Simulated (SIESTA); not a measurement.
Crystal: TiC.

```
Ti C
1.0
     0.00000    2.16572    2.16572
     2.16572    0.00000    2.16572
     2.16572    2.16572    0.00000
Ti C
1 1
Direct
  0.00000 0.00000 0.00000
  0.50000 0.50000 0.50000
```

The cell is a database's computed one.

Base run:

```yaml
Program: SIESTA 5.4.2
Functional: PBE
Potentials_or_basis: PseudoDojo 0.4 standard (PBE files)
Basis: DZP (energy shift 0.002 Ry)
Grid_cutoff: 800 Ry
Energy_shift: 0.002 Ry
k_mesh: 11 × 11 × 11
Occupations: fermi-dirac, width 0.05 eV
Spin: no spin polarisation
```

Its results: band gap on the k mesh none (metal or under the smearing width); pressure 0.5 GPa.

**Question.** The run is repeated on the same cell with these changes: functional from PBE to PBEsol; potentials or basis from PseudoDojo 0.4 standard (PBE files) to PseudoDojo 0.4 standard (PBEsol files). What comes out?

**Answer.** Band gap on the k mesh none (metal or under the smearing width); pressure -6.3 GPa.

Caveats: semicore shells carry a single zeta, which can move pressures by several GPa and volumes by a few percent; the basis of atomic orbitals isn't converged, which shifts pressures, moduli and gaps.

Not every run made on this cell is shown here.
